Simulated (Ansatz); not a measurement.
# Ni (Fm-3m) in Ansatz: a series of runs, part 3 of 3

Ansatz 0.2.0. Earlier steps stand in the parts before.

### Step 5. Single point, PBEsol+D4, collinear spin, ferromagnetic start, 9.23 Å³/atom (volume scaled by 0.88)

The input, input.yaml:

```yaml
crystal:
  lattice:
    - [0.0, 1.6650882909, 1.6650882909]
    - [1.6650882909, 0.0, 1.6650882909]
    - [1.6650882909, 1.6650882909, 0.0]
  atoms:
    - { symbol: Ni, spin: 1.0, position_ang: [0.0, 0.0, 0.0] }
hamiltonian:
  xc: pbesol
  pseudopotentials: { kind: paw }
  dispersion: d4
magnetization:
  spin_polarized: true
kpoints:
  mp_grid: { grid: [13, 13, 13] }
scf:
  occupations: { method: methfessel_paxton, width: 0.1 }
output:
  forces: true
  stress: true
  eigenvalues: true
```

Potentials or basis: Ansatz PAW.

Started as:

```console
$ ansatz run input.yaml --threads 1 --pin off --max-ram 2560MiB --backend cpu --events-out ev --progress --plain --runs-dir out
```

Run time: 1.2 s. Hardware: 1 thread of AMD EPYC 9B45 (Zen 5), shared host; peak memory 0.34 GiB.

Results (log left out):

```
Free energy            : -5805.1658 eV
Pressure               : 31.3 GPa
Band gap on the k mesh : none (metal or under the smearing width)
Net moment             : 0.62 μB per cell
Absolute moment        : 0.68 μB per cell
Site moments           : Ni +0.65 μB
```

Caveat: pairwise dispersion overbinds metals, which lowers pressure and volume; the PAW data sets come from PBE, with cores solved anew for the run's functional, which leaves a small shift of forces and pressure.

### Step 6. Ladder of functionals, r2SCAN+U, collinear spin, program default start

The input, input.yaml:

```yaml
crystal:
  lattice:
    - [0.0, 1.737572933, 1.737572933]
    - [1.737572933, 0.0, 1.737572933]
    - [1.737572933, 1.737572933, 0.0]
  atoms:
    - { symbol: Ni, position: [0.0, 0.0, 0.0] }
hamiltonian:
  xc: r2scan
  pseudopotentials: { kind: nc, accuracy: standard }
  hubbard: { sites: [{ species: Ni, l: d, u_eff: 6.0 }] }
magnetization:
  spin_polarized: true
kpoints:
  mp_grid: { grid: [13, 13, 13] }
scf:
  occupations: { method: tetrahedron }
output:
  forces: true
  stress: true
  xc_energy_on_converged_density: [lda, pbe, pbesol, rpbe, revpbe, blyp]
```

Potentials or basis: PseudoDojo standard (PBE files).

Started as:

```console
$ ansatz run input.yaml --threads 1 --pin off --max-ram 2560MiB --backend cpu --events-out ev --progress --plain --runs-dir out
```

Output:

```text
Warning: output.forces, output.stress, relax.cell or npt_langevin: where a Kohn–Sham band that disperses or a degenerate level is filled in part under the method tetrahedron, the forces or the stress that this run publishes need not agree with its energy (scf.occupations.method in the input reference, under Limitations); prefer a smearing scheme for the forces or the stress
Warning: hamiltonian.xc reads the kinetic-energy density τ on the library's norm-conserving files, and those of Ni were made for PBE. This build holds files of Ni that were made for r²SCAN, which a deck under this functional can read where it names no table (hamiltonian.pseudopotentials.accuracy or source), types no xc_functional and has no exact exchange, max_exx_coeff or level of output.embedding that keeps them out. To compare such runs, type hamiltonian.pseudopotentials: {kind: paw, frozen_core: stored} on both or, where PAW refuses one, {kind: nc, accuracy: standard}
Warning: RAYON_NUM_THREADS=1 ignored (pool sized by the plan → 1); use --threads N
band count auto-derived: 14 (N_el = 18.0; filled up to band 9; 13 by the electrons, moments and atoms)
Engine: ansatz 0.2.0, x86_64-unknown-linux-gnu
Pseudopotentials: kind: nc
Pseudopotential: Ni, nc, valence charge 18, recommended cutoff 1333.357926 eV (normal), Ni.nc.azcp (PseudoDojo's, or run here from an input of PseudoDojo's; its table is named by hamiltonian.pseudopotentials.accuracy)
[... 71 lines left out ...]
  on the closing iteration's output density plus the core of the run's pseudopotentials (for a meta-GGA, its output tau too, plus the cores' where a run under it adds that), as the run's own E_xc is; on PAW an entry holds the one-centre parts besides; self-consistent for r2scan alone
  E_xc = -577.923859  lda
  E_xc = -585.798026  pbe
  E_xc = -580.174813  pbesol
  E_xc = -587.020262  rpbe
  E_xc = -586.673550  revpbe
  E_xc = -582.676107  blyp
--- Band table (eV; the first three rows and the last of 168) ---
  k-point 0 ↑: bands = ["-88.7982", "-47.0684", "-47.0684", "-47.0684", "9.7069", "13.8935", "13.8935", "13.8935", "15.4308", "15.4308", "44.0864", "48.5003", "48.5003", "48.5003"]
  k-point 1 ↑: bands = ["-88.7960", "-47.0830", "-47.0705", "-47.0705", "9.9517", "13.8316", "13.9492", "13.9492", "15.4066", "15.4066", "43.2512", "46.1049", "47.9585", "47.9585"]
  k-point 2 ↑: bands = ["-88.7902", "-47.1231", "-47.0763", "-47.0763", "10.6370", "13.7102", "14.0807", "14.0807", "15.3683", "15.3683", "39.7695", "45.0492", "47.1060", "47.1060"]
  k-point 83 ↓: bands = ["-87.4007", "-45.8354", "-45.8129", "-45.7460", "13.3249", "15.8487", "16.1230", "16.4054", "19.4590", "26.3298", "28.4551", "30.7340", "31.8217", "50.1916"]
Occupation matrices written to <dir>
```

Wall time 4.2 s (1 thread of AMD EPYC 9B45 (Zen 5), shared host); peak memory 0.53 GiB.

Results:

* Free energy: -4585.8261 eV
* Pressure: 1.5 GPa
* Band gap on the k mesh: none (metal or under the smearing width)
* Net moment: 0.75 μB per cell
* Absolute moment: 1.00 μB per cell
* Site moments: Ni +0.85 μB

Levels at points of the mesh, in eV from the Fermi level:
Spin up:
```
           k point  band 5  band 6  band 7  band 8  band 9  band 10  band 11  band 12  band 13  band 14
(0.00, 0.00, 0.00)   -9.03   -4.85   -4.85   -4.85   -3.31    -3.31    25.35    29.76    29.76    29.76
```
Spin down:
```tsv
k point	band 5	band 6	band 7	band 8	band 9	band 10	band 11	band 12	band 13	band 14
(0.00, 0.00, 0.00)	-9.45	-2.33	-2.33	-1.63	-1.63	-1.63	24.67	29.74	29.74	29.74
```

Eigenvalues of the final occupation matrices:
```
  site  spin  trace               eigenvalues
site 1     1   4.88  0.97 0.97 0.97 0.98 0.98
site 1     2   4.02  0.70 0.70 0.70 0.96 0.96
```

Caveat: the meta-GGA runs on potentials made for a GGA; the magnetic or orbital state may not be the lowest; the potentials were made for another functional, which shifts forces and pressure; the U is typed as a test and isn't derived for this compound; with tetrahedron occupations forces and stress needn't match the slope of the energy.

### Step 7. The reference run

An earlier run on the cell as given: functional PBE; potentials or basis Ansatz PAW; cutoff 420 eV (not typed: the program's choice for these potentials); k mesh 13 × 13 × 13; occupations fermi-dirac, width 0.05 eV; collinear spin, ferromagnetic start; starting moments [1.0] μB.

- Pressure: 8.1 GPa
- Band gap on the k mesh: none (metal or under the smearing width)
- Net moment: 0.63 μB per cell
- Absolute moment: 0.71 μB per cell
- Site moments: Ni +0.67 μB

### Step 8. Overview

```csv
task,level,potentials or basis,spin,U,k mesh,cutoff (eV),smearing,double counting,q mesh,points for each segment of the path,hubbard projectors,mesh quality,gap on the mesh (eV),pressure (GPa),moment (μB)
phonons,LDA+U,Ansatz PAW,"collinear, ferromagnetic start",Ni d U = 4.5 eV,8 × 8 × 8,420,methfessel-paxton 0.05 eV,fll,4 × 4 × 4,8,ortho-atomic (the default),coarse,none,-,0.66
ladder of functionals,r2SCAN+U,PseudoDojo standard (PBE files),"collinear, program default start",Ni d U = 6 eV,13 × 13 × 13,1333,tetrahedron,fll (the default),-,-,ortho-atomic (the default),not flagged,none,1.5,0.75
single point,PBE,Ansatz PAW,"collinear, ferromagnetic start",-,13 × 13 × 13,420,fermi-dirac 0.05 eV,-,-,-,-,not flagged,none,8.1,0.63
```

Alike in all rows: cell as given.

Caveats: some runs use coarse meshes; the magnetic or orbital state may not be the lowest (some runs); the U is typed as a test and isn't derived for this compound (some runs); the PAW data sets come from PBE, with cores solved anew for the run's functional, which leaves a small shift of forces and pressure (some runs); the meta-GGA runs on potentials made for a GGA (some runs); the potentials were made for another functional, which shifts forces and pressure (some runs); with tetrahedron occupations forces and stress needn't match the slope of the energy (some runs).

Total energies depend on the potentials used, so only differences within one code and one set of settings carry meaning.
